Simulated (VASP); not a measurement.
Something may be wrong with this VASP 6.6.1 calculation of P.

The input INCAR:

```
SYSTEM = P
PREC = Accurate ; ENCUT = 35
EDIFF = 1E-8 ; ISMEAR = -5
SIGMA = 0.05 ; LREAL = .False.
LASPH = .True. ; NELM = 81
ALGO = Normal ; ISIF = 2
LWAVE = .False. ; LCHARG = .False.
GGA = BF ; LUSE_VDW = .True.
ZAB_VDW = -1.8867 ; LEFG = .True.
```

File KPOINTS:

```
regular mesh
0
Gamma
  8 8 6
  0 0 0
```

Contents of POSCAR:

```
P
1.0
    1.6477431241     -5.4650377251      0.0000000000
    1.6477431241      5.4650377251      0.0000000000
    0.0000000000      0.0000000000      4.5436355900
P
4
Cartesian
    1.6477431241     -4.4173149036      2.6753615623
    1.6477431241      4.4173149036      1.8682740277
    1.6477431241     -1.0477228215      0.4035437673
    1.6477431241      1.0477228215      4.1400918227
```

Potentials or basis: VASP PAW PBE potentials, release 64 (P).

Command:

```console
$ cat potpaw_PBE.64/P/POTCAR > POTCAR
$ mpirun -np 1 vasp_std > vasp.out
```

OUTCAR:

```text
SYSTEM = P
   PREC = Accurate
   ENCUT = 35
   EDIFF = 1E-8
   ISMEAR = -5
   LREAL = .False.
   LASPH = .True.
   NELM = 81
   ISIF = 2
   GGA = BF

 ion  position               nearest neighbor table
   1  0.904  0.096  0.589-   4 2.20   4 2.20   2 2.25
   2  0.096  0.904  0.411-   3 2.20   3 2.20   1 2.25
   3  0.596  0.404  0.089-   2 2.20   2 2.20   4 2.25
   4  0.404  0.596  0.911-   1 2.20   1 2.20   3 2.25

  LATTYP: Found a base centered orthorhombic cell.
 ALAT       =     3.2954862482
 B/A-ratio  =     3.3166806435
[... 243 lines left out ...]
---------------------------------------------------------------------
   1    -102.007    99.558     2.450    -0.000    -0.000     1.089
   2    -102.007    99.558     2.450     0.000     0.000     1.089
   3    -102.007    99.558     2.450    -0.000     0.000    -1.089
   4    -102.007    99.558     2.450     0.000    -0.000    -1.089
---------------------------------------------------------------------

 Electric field gradients after diagonalization (V/A^2)
 (convention: |V_zz| > |V_xx| > |V_yy|)
----------------------------------------------------------------------
 ion       V_xx      V_yy      V_zz     asymmetry (V_yy - V_xx)/ V_zz
----------------------------------------------------------------------
   1      99.570     2.437  -102.007       0.952
   2      99.570     2.437  -102.007       0.952
   3      99.570     2.437  -102.007       0.952
   4      99.570     2.437  -102.007       0.952
----------------------------------------------------------------------

           NMR quadrupolar parameters

 Cq : quadrupolar parameter    Cq=e*Q*V_zz/h
 eta: asymmetry parameters     (V_yy - V_xx)/ V_zz
 Q  : nuclear electric quadrupole moment in mb (millibarn)
----------------------------------------------------------------------
 ion       Cq(MHz)       eta       Q (mb)
----------------------------------------------------------------------
   1      -0.247       0.952       1.000
   2      -0.247       0.952       1.000
   3      -0.247       0.952       1.000
   4      -0.247       0.952       1.000
----------------------------------------------------------------------
```

On the terminal:

```text
POSCAR found type information on POSCAR P
[... 59 lines left out ...]
 -----------------------------------------------------------------------------
```

How did it end, and where is the flaw?

Self-consistency was reached. The input holds a flaw that was put in on purpose: cutoff typed in rydberg (ENCUT = 35). The program doesn't stop on it, so the numbers can't be trusted though the run ends normally.
